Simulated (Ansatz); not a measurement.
**Sn (Fd-3m): equation of state with a fit from a Python script**

A script is to give an equation of state with a fit; the system is Sn (Fd-3m).

Program: Ansatz 0.2.0, driven from Python. Level of theory: DFT LDA, plane waves, PAW. These are calculated values, not measurements.

### 1 The system

The structure is cubic, space group Fd-3m (No. 227). The conventional cell has a = 6.467 Å, b = 6.467 Å, c = 6.467 Å, α = 90.00°, β = 90.00°, γ = 90.00°. Around Sn (site symmetry -43m) lie 4 Sn at 2.80 Å.

The script holds or builds the structure itself.

### 2 The code

Contents of run_eos.py:

```python
# -*- coding: utf-8 -*-
import warnings

import ansatz as az
import numpy as np

FUNCTIONAL = 'LDA'
OCCUPATIONS = 'gaussian'
TOLERANCE = 1e-08
CUTOFF_EV = 500
MESH = (6, 6, 6)

vectors0 = np.array([
    [0.0, 3.2333428, 3.2333428],
    [3.2333428, 0.0, 3.2333428],
    [3.2333428, 3.2333428, 0.0],
])
sites = [
    ('Sn', [0.0, 0.0, 0.0]),
    ('Sn', [0.25, 0.25, 0.25]),
]


def build(cell):
    crystal = az.Crystal(lattice=az.Lattice.of(cell))
    for symbol, position in sites:
        crystal = crystal.atom(symbol, position)
    return crystal


def main():
    warnings.simplefilter('ignore', az.DeckWarning)

    volumes, energies = [], []
    for scale in np.linspace(0.88, 1.12, 7):
        cell = vectors0 * scale ** (1 / 3)
        base = (
            build(cell).calculation()
            .functional(FUNCTIONAL)
            .occupations(OCCUPATIONS)
            .scf(tolerance=TOLERANCE)
            .basis(CUTOFF_EV)
            .kpoints(*MESH)
        )
        data = base.run().report
        volumes.append(abs(np.linalg.det(cell)) / len(sites))
        energies.append(data['free_energy_ev'] / len(sites))
        print(f'V = {volumes[-1]:8.4f} A^3/atom  F = {energies[-1]:.5f} eV/atom')

    x = np.array(volumes) ** (-2 / 3)
    poly = np.polynomial.Polynomial.fit(x, energies, 3).convert()
    roots = poly.deriv().roots()
    x0 = min((r.real for r in roots if abs(r.imag) < 1e-9 and poly.deriv(2)(r.real) > 0), key=lambda r: abs(r - x.mean()))
    v0 = x0 ** -1.5
    b0 = 4 / 9 * poly.deriv(2)(x0) * v0 ** (-7 / 3) * 160.21766
    b1 = 4 + 2 / 3 * x0 * poly.deriv(3)(x0) / poly.deriv(2)(x0)
    print(f'V0 = {v0:.4f} A^3/atom, B0 = {b0:.1f} GPa, dB/dP = {b1:.2f}')


if __name__ == '__main__':
    main()
```

### 3 What the engine is handed

The package turns the script's settings into the engine's input (first run):

```yaml
crystal:
  lattice:
    - [0.0, 3.0984605793221967, 3.0984605793221967]
    - [3.0984605793221967, 0.0, 3.0984605793221967]
    - [3.0984605793221967, 3.0984605793221967, 0.0]
  atoms:
    - { symbol: Sn, position: [0.0, 0.0, 0.0] }
    - { symbol: Sn, position: [0.25, 0.25, 0.25] }
basis:
  ecutwfc: 500.0
kpoints:
  mp_grid:
    grid: [6, 6, 6]
hamiltonian:
  xc: lda
scf:
  convergence:
    dr2_threshold: 1.0e-08
  occupations:
    method: gaussian
```

### 4 Launch

On the command line:

```
> python run_eos.py
```

**Question.** Estimate the equilibrium volume and the bulk modulus.

As calculated:

| quantity | value |
| --- | --- |
| runs compared | 7 |
| range of energy | 94.35 meV/atom |
| lowest point, volume (Å³/atom) | 33.803 |
| equilibrium volume (fit) | 33.95 Å³/atom |
| bulk modulus (fit) | 45 GPa |

What this shows: A third-order Birch-Murnaghan fit through the 7 points has its minimum at 33.95 Å³ an atom, 0.4 % above the typed cell, with a bulk modulus of 45 GPa. From that minimum the energy rises by 94.3 meV an atom on the compressed side and 50.7 meV on the expanded side.
